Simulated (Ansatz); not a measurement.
We consider zinc-blende ZnTe, described by r²SCAN+rVV10 (Ansatz, a program for electronic structure, plane waves, PAW).

Settings: plane-wave cutoff 560 eV, 10×10×10 k mesh, Fermi–Dirac smearing 0.01 eV, scalar-relativistic PAW data made under PBE.

Computed at the level's own relaxed cell.

Task: Give the computed bulk modulus, band gap, equilibrium volume per atom, pressure derivative B′ of the bulk modulus and lattice constant a.

Result: 
- bulk modulus = 52.3 GPa
- band gap = 1.84 eV
- equilibrium volume per atom = 28.10 Å³/atom
- pressure derivative B′ of the bulk modulus = 4.5
- lattice constant a = 6.081 Å

Measured, for comparison: band gap 2.43 eV (zero-point renormalisation of 40 meV (experimental, the table's column) added back here, direct; inputs from Miglio et al. (2020), arXiv:2011.12765); bulk modulus 51 ± 3 GPa (room temperature, not corrected to a static lattice; as tabulated in Determination of phase transition pressures of ZnTe under quasihydrostatic …); equilibrium volume per atom 28.42 Å³/atom (room temperature, not corrected to a static lattice; as tabulated in Albrecht et al. (1997), arXiv:cond-mat/9706128); lattice constant a 6.104 Å (room temperature, not corrected to a static lattice, our sources range from 6.089 to 6.104; as tabulated in Albrecht et al. (1997), arXiv:cond-mat/9706128). Computed (rounded) less measured: bulk modulus +3 % (inside the measured uncertainty), equilibrium volume per atom -1.1 %, lattice constant a -0.4 % (-0.1 % to -0.4 % over the range). A static lattice is as a rule a little smaller and stiffer than an uncorrected measurement, which narrows the difference in the bulk modulus, equilibrium volume per atom, lattice constant a and would widen misses of the other sign.

Spin–orbit coupling is not included; with these elements it can move the gap by several tenths of an eV or more.

Computed values are for the static lattice.

It cost about 70 core-seconds (a rough figure) of CPU time.
